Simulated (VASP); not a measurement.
# Bi (I4/mmm) in VASP: further runs

The runs below take Bi through single point, with PBE+D3(BJ).

Everything below comes from runs of VASP 6.6.1. Logs are shortened: lines on timing, memory, paths and dates and some standing lists are left out, and cuts for length are marked.

**1. The structure**

It takes space group I4/mmm (No. 139, tetragonal). The conventional cell has a = 8.515 Å, b = 8.515 Å, c = 2.861 Å, α = 90.00°, β = 90.00°, γ = 90.00°. Bi (site symmetry 4/mmm) has 2 Bi at 2.86 Å as nearest neighbours.

This isn't the form of Bi at room conditions, which is rhombohedral.

**2. Single point, PBE+D3(BJ)**

Contents of INCAR:

```
SYSTEM = Bi
PREC = Accurate ; ENCUT = 520
EDIFF = 1E-7 ; ISMEAR = 0
SIGMA = 0.05 ; LREAL = .False.
LASPH = .True. ; NELM = 100
ALGO = Fast ; ISIF = 2
LWAVE = .False. ; LCHARG = .True.
GGA = PE ; IVDW = 12
LELF = .True. ; LVHAR = .True.
NBANDS = 14
```

Contents of KPOINTS:

```
regular mesh
0
Gamma
  10 10 10
  0 0 0
```

Contents of POSCAR:

```
Bi
1.0
   -4.2574820000      4.2574820000      1.4305640000
    4.2574820000     -4.2574820000      1.4305640000
    4.2574820000      4.2574820000     -1.4305640000
Bi
1
Direct
    0.0000000000      0.0000000000      0.0000000000
```

Potentials or basis: VASP PAW PBE potentials, release 64 (Bi_d).

Started as:

```
$ cat potpaw_PBE.64/Bi_d/POTCAR > POTCAR
$ mpirun -np 1 vasp_std > vasp.out
```

OUTCAR:

```text
SYSTEM = Bi
   PREC = Accurate
   ENCUT = 520
   EDIFF = 1E-7
   ISMEAR = 0
   LREAL = .False.
   LASPH = .True.
   NELM = 100
   ISIF = 2
   GGA = PE
   IVDW = 12
 IVDW          = 12

 ion  position               nearest neighbor table
   1  0.000  0.000  0.000-

  LATTYP: Found a body centered tetragonal cell.
 ALAT       =     8.5149640000
 C/A-ratio  =     0.3360117553

  Lattice vectors:

 A1 = (  -4.2574820000,   4.2574820000,   1.4305640000)
 A2 = (   4.2574820000,  -4.2574820000,   1.4305640000)
 A3 = (   4.2574820000,   4.2574820000,  -1.4305640000)

Analysis of symmetry for initial positions (statically):
=====================================================================
 Subroutine PRICEL returns:
 Original cell was already a primitive cell.

 Routine SETGRP: Setting up the symmetry group for a
 body centered tetragonal supercell.

 Subroutine GETGRP returns: Found 16 space group operations
 (whereof 16 operations were pure point group operations)
 out of a pool of 16 trial point group operations.

The static configuration has the point symmetry D_4h.

Analysis of symmetry for dynamics (positions and initial velocities):
=====================================================================
 Subroutine PRICEL returns:
 Original cell was already a primitive cell.

 Routine SETGRP: Setting up the symmetry group for a
 body centered tetragonal supercell.

 Subroutine GETGRP returns: Found 16 space group operations
 (whereof 16 operations were pure point group operations)
 out of a pool of 16 trial point group operations.

The dynamic configuration has the point symmetry D_4h.

 Subroutine INISYM returns: Found 16 space group operations
 (whereof 16 operations are pure point group operations),
 and found     1 'primitive' translations

----------------------------------------------------------------------------------------

                                     Primitive cell

  volume of cell :     103.7225

  direct lattice vectors                    reciprocal lattice vectors
    -4.257482000  4.257482000  1.430564000     0.000000000  0.117440309  0.349512500
     4.257482000 -4.257482000  1.430564000     0.117440309  0.000000000  0.349512500
     4.257482000  4.257482000 -1.430564000     0.117440309  0.117440309  0.000000000

  length of vectors
     6.188603988  6.188603988  6.188603988     0.368715627  0.368715627  0.166085677

  position of ions in fractional coordinates (direct lattice)
     0.000000000  0.000000000  0.000000000

  ion indices of the primitive-cell ions
   primitive index   ion index
                 1           1

----------------------------------------------------------------------------------------

 KPOINTS: regular mesh

Automatic generation of k-mesh.
 Grid dimensions read from file:
 generate k-points for:   10   10   10

 Generating k-lattice:

  Cartesian coordinates                     Fractional coordinates (reciprocal lattice)
     0.000000000  0.011744031  0.034951250     0.100000000  0.000000000 -0.000000000
     0.011744031  0.000000000  0.034951250     0.000000000  0.100000000 -0.000000000
     0.011744031  0.011744031  0.000000000     0.000000000  0.000000000  0.100000000

  Length of vectors
     0.036871563  0.036871563  0.016608568

  Shift w.r.t. Gamma in fractional coordinates (k-lattice)
     0.000000000  0.000000000  0.000000000

 Subroutine IBZKPT returns following result:
 ===========================================

 Found    102 irreducible k-points:

 Following reciprocal coordinates:
            Coordinates               Weight
  0.000000  0.000000  0.000000      1.000000
  0.100000 -0.000000  0.000000      8.000000
  0.200000 -0.000000  0.000000      8.000000
  0.300000  0.000000 -0.000000      8.000000
  0.400000  0.000000  0.000000      8.000000
  0.500000 -0.000000  0.000000      4.000000
[... 16 lines left out ...]
  0.300000  0.300000 -0.000000      8.000000
  0.400000  0.300000  0.000000     16.000000
 [... further k-points ...]
   k-points           NKPTS =    102   k-points in BZ     NKDIM =    102   number of bands    NBANDS=     14
   number of dos      NEDOS =    301   number of ions     NIONS =      1
   total plane-waves  NPLWV = 110592
   dimension x,y,z NGX =    48 NGY =   48 NGZ =   48
   dimension x,y,z NGXF=    96 NGYF=   96 NGZF=   96
   ions per type =               1
   NGX,Y,Z   is equivalent  to a cutoff of  12.89, 12.89, 12.89 a.u.
   NGXF,Y,Z  is equivalent  to a cutoff of  25.79, 25.79, 25.79 a.u.
 SYSTEM =  Bi
   PREC   = accura    normal or accurate (medium, high low for compatibility)
   ISTART =      0    job   : 0-new  1-cont  2-samecut
   ICHARG =      2    charge: 1-file 2-atom 10-const
   ISPIN  =      1    spin polarized calculation?
   LNONCOLLINEAR =      F non collinear calculations
   LSORBIT =      F    spin-orbit coupling
   LASPH  =      T    aspherical Exc in radial PAW
   ENCUT  =  520.0 eV  38.22 Ry    6.18 a.u.  11.51 11.51 11.51*2*pi/ulx,y,z
   NELM   =    100;   NELMIN=  2; NELMDL= -5     # of ELM steps
   EDIFF  = 0.1E-06   stopping-criterion for ELM
   LREAL  =      F    real-space projection
   EDIFFG = 0.1E-05   stopping-criterion for IOM
   NSW    =      0    number of steps for IOM
   IBRION =     -1    ionic relax: 0-MD 1-quasi-New 2-CG
   NFREE  =      0    steps in history (QN), initial steepest desc. (CG)
   ISIF   =      2    stress and relaxation
   ISYM   =      2    0-nonsym 1-usesym 2-fastsym
   POTIM  = 0.5000    time-step for ionic-motion
   TEBEG  =    0.0;   TEEND  =   0.0 temperature during run
   PSTRESS=    0.0 pullay stress
   NELECT =      15.0000    total number of electrons
   NUPDOWN=      -1.0000    fix difference up-down
   EMIN   =  10.00;   EMAX   =-10.00  energy-range for DOS
   EFERMI =   0.00;   METHOD = LEGACY
   ISMEAR =     0;   SIGMA  =   0.05  broadening in eV -4-tet -1-fermi 0-gaus
   EFERMI_NEDOS =   21; number of points for ismear=-14 and -15
   IALGO  =     68    algorithm
   IMIX   =      4    mixing-type and parameters
     AMIX     =   0.40;   BMIX     =  1.00
     AMIX_MAG =   1.60;   BMIX_MAG =  1.00
  volume/ion in A,a.u.               =     103.72       699.95
  Fermi-wavevector in a.u.,A,eV,Ry     =   0.859306  1.623852 10.046624  0.738406
  Thomas-Fermi vector in A             =   1.976641
   LORBIT       =      0    0 simple, 1 ext, 2 COOP (PROOUT), +10 PAW based schemes
   GGA     = PE    functional components
   LHFCALC =     F    Hartree Fock is set to
   AEXX    =    0.0000 exact exchange contribution
   IVDW    =    12    specifies the selected vdW correction
   LEPSILON=     F    determine dielectric tensor
   LRPA    =     F    only Hartree local field effects (RPA)
 non-spin polarized calculation
 RMM-DIIS sequential band-by-band and
 Gauss-broadening in eV      SIGMA  =   0.05
  energy-cutoff  :      520.00
  volume of cell :      103.72
 maximum number of plane-waves:      2845
 NGX is ok and might be reduce to    48
   NGX = 23   NGY = 23   NGZ = 23

 number of electron      15.0000006 magnetization

 Free energy of the ion-electron system (eV)
  ---------------------------------------------------
  ext. energy  EPLUGINS =         0.00000000
  ---------------------------------------------------
  free energy    TOTEN  =        -2.68039370 eV

  energy without entropy =       -2.67361448  energy(sigma->0) =       -2.67700409

 E-fermi :  -0.8722     XC(G=0):  -4.8838

 val. band max:       -0.8741511905   @ k =  -0.2000   0.5000   0.2000
 cond. band min:      -0.8662719364   @ k =  -0.1000   0.4000   0.1000
 fundamental gap:      0.0078792541
 Fermi energy:        -0.8722056792

 k-point     1 :       0.0000    0.0000    0.0000
  band No.  band energies     occupation
      1     -24.1650      2.00000
      2     -23.5899      2.00000
      3     -23.5898      2.00000
      4     -23.4623      2.00000
      5     -23.4623      2.00000
      6     -12.7922      2.00000
      7      -2.3914      2.00000
      8      -2.3914      2.00000
      9       1.8065      0.00000
     10       3.6418      0.00000
     11       6.2234      0.00000
     12       6.8813      0.00000
     13       6.8813      0.00000
     14       7.8211      0.00000

 k-point     2 :       0.1000   -0.0000    0.0000
  band No.  band energies     occupation
      1     -24.0813      2.00000
      2     -23.5866      2.00000
      3     -23.5865      2.00000
      4     -23.4930      2.00000
      5     -23.4930      2.00000
      6     -12.6091      2.00000
      7      -2.1887      2.00000
      8      -2.1865      2.00000
      9       2.0280      0.00000
     10       3.8472      0.00000
     11       5.7476      0.00000
     12       6.1462      0.00000
     13       7.0970      0.00000
     14       7.1025      0.00000

 k-point     3 :       0.2000   -0.0000    0.0000
  band No.  band energies     occupation
      1     -23.8606      2.00000
      2     -23.5780      2.00000
      3     -23.5779      2.00000
      4     -23.5725      2.00000
      5     -23.5725      2.00000
      6     -12.0513      2.00000
      7      -1.6045      2.00000
      8      -1.5965      2.00000
      9       2.3073      0.00000
     10       2.7892      0.00000
     11       4.4621      0.00000
     12       6.1925      0.00000
     13       7.6825      0.00000
     14       7.7205      0.00000
[... 324 lines left out ...]
 k-point    23 :       0.3000    0.3000   -0.0000
  band No.  band energies     occupation
      1     -23.7457      2.00000
      2     -23.7457      2.00000
      3     -23.5587      2.00000
      4     -23.5585      2.00000
      5     -23.3596      2.00000
      6      -9.8883      2.00000
      7      -3.5363      2.00000
      8       0.1265      0.00000
      9       0.3203      0.00000
     10       5.7423      0.00000
     11       5.8161      0.00000
     12       6.6428      0.00000
     13       6.7634      0.00000
     14       8.7888      0.00000

 k-point    24 :       0.4000    0.3000    0.0000
  band No.  band energies     occupation
      1     -23.6690      2.00000
      2     -23.6690      2.00000
      3     -23.5848      2.00000
      4     -23.5674      2.00000
      5     -23.5672      2.00000
      6     -11.1073      2.00000
      7      -0.9692      1.99392
      8      -0.8541      0.60876
      9      -0.6751      0.00000
     10       4.7005      0.00000
     11       5.3020      0.00000
     12       6.5271      0.00000
     13       7.9508      0.00000
     14       8.0958      0.00000

 [... further k-points ...]

------------------------ aborting loop because EDIFF is reached ----------------------------------------

 Edisp (eV)   -0.12296

 E8    (eV) :    -0.0564

  FORCE on cell =-STRESS in cart. coord.  units (eV):
  Direction    XX          YY          ZZ          XY          YZ          ZX
  --------------------------------------------------------------------------------------
  -------------------------------------------------------------------------------------
  Total      -0.31136    -0.31136     0.05874     0.00000     0.00000     0.00000
  in kB      -4.80944    -4.80944     0.90733     0.00000     0.00000     0.00000
  external pressure =       -2.90 kB  Pullay stress =        0.00 kB

 VOLUME and BASIS-vectors are now :
 -----------------------------------------------------------------------------
  energy-cutoff  :      520.00
  volume of cell :      103.72
      direct lattice vectors                 reciprocal lattice vectors
    -4.257482000  4.257482000  1.430564000     0.000000000  0.117440309  0.349512500
     4.257482000 -4.257482000  1.430564000     0.117440309  0.000000000  0.349512500
     4.257482000  4.257482000 -1.430564000     0.117440309  0.117440309  0.000000000

 POSITION                                       TOTAL-FORCE (eV/Angst)
 -----------------------------------------------------------------------------------
      0.00000      0.00000      0.00000        -0.000000     -0.000000      0.000000
 -----------------------------------------------------------------------------------
    total drift:                               -0.000000      0.000000      0.000000

  FREE ENERGIE OF THE ION-ELECTRON SYSTEM (eV)
  ---------------------------------------------------
  free  energy   TOTEN  =        -2.8033526669 eV

  energy  without entropy=       -2.7965734383  energy(sigma->0) =       -2.79996305
```

It took 99 s on 1 thread of Intel Xeon 6975P-C (Granite Rapids), shared host; peak memory 0.39 GiB.

What came out:

| Item | Value |
| --- | --- |
| Free energy | -2.8034 eV |
| Pressure | -0.3 GPa |
| Band gap on the k mesh | none (metal or under the smearing width) |
| Dispersion energy per atom | -0.123 eV |

Levels at points of the mesh, in eV from the Fermi level:
```
           k point  band 6  band 7  band 8  band 9  band 10  band 11
(0.00, 0.00, 0.00)  -11.92   -1.52   -1.52    2.68     4.51     7.10
(0.50, 0.00, 0.00)   -8.23   -3.96    1.71    1.72     5.94     6.13
(0.50, 0.50, 0.00)  -11.91   -1.87   -1.48    3.73     4.92     5.68
(0.50, 0.50, 0.50)  -11.90   -1.82   -1.82    3.82     6.37     6.37
```

Caveat: spin-orbit coupling is left out, which moves the levels of the heavy elements; pairwise dispersion overbinds metals, which lowers pressure and volume.

**3. Single point, PBE+D3(BJ)**

Contents of INCAR:

```
SYSTEM = Bi
  ALGO = Fast
  EDIFF = 1E-6
  ENCUT = 520
  GGA = PE
  ISIF = 2
  ISMEAR = 0
  IVDW = 12
  LASPH = .True.
  LCHARG = .False.
  LREAL = .False.
  LWAVE = .False.
  NBANDS = 14
  NELM = 100
  PREC = Accurate
  SIGMA = 0.05
```

Contents of KPOINTS:

```
k-points
0
Gamma
  12 12 12
  0 0 0
```

POSCAR is that of step 2.

Potentials or basis: VASP PAW PBE potentials, release 64 (Bi_d).

Started as:

```
$ cat potpaw_PBE.64/Bi_d/POTCAR > POTCAR
$ mpirun -np 1 vasp_std > vasp.out
```

Run time: 2.1 min. Hardware: 1 thread of Intel Xeon 6975P-C (Granite Rapids), shared host; peak memory 0.46 GiB.

Results (log left out):

```
Free energy                : -2.9256 eV
Pressure                   : 0.1 GPa
Band gap on the k mesh     : none (metal or under the smearing width)
Dispersion energy per atom : -0.123 eV
```

Stress tensor (GPa, compression positive):
```
-0.42  0.00  0.00
 0.00 -0.42  0.00
 0.00  0.00  1.19
```

Levels at points of the mesh, in eV from the Fermi level:
```tsv
k point	band 4	band 5	band 6	band 7	band 8	band 9	band 10	band 11	band 12	band 13
(0.00, 0.00, 0.00)	-22.17	-22.17	-11.55	-1.21	-1.21	2.91	4.75	7.35	7.98	7.98
(0.50, 0.00, 0.00)	-22.33	-21.96	-7.87	-3.52	2.00	2.01	6.21	6.41	8.30	9.22
(0.50, 0.50, 0.00)	-22.17	-22.17	-11.54	-1.57	-1.17	3.97	5.15	5.92	7.73	7.91
(0.50, 0.50, 0.50)	-22.17	-22.17	-11.53	-1.51	-1.51	4.04	6.62	6.62	7.12	8.37
```

Caveat: spin-orbit coupling is left out, which moves the levels of the heavy elements; pairwise dispersion overbinds metals, which lowers pressure and volume.
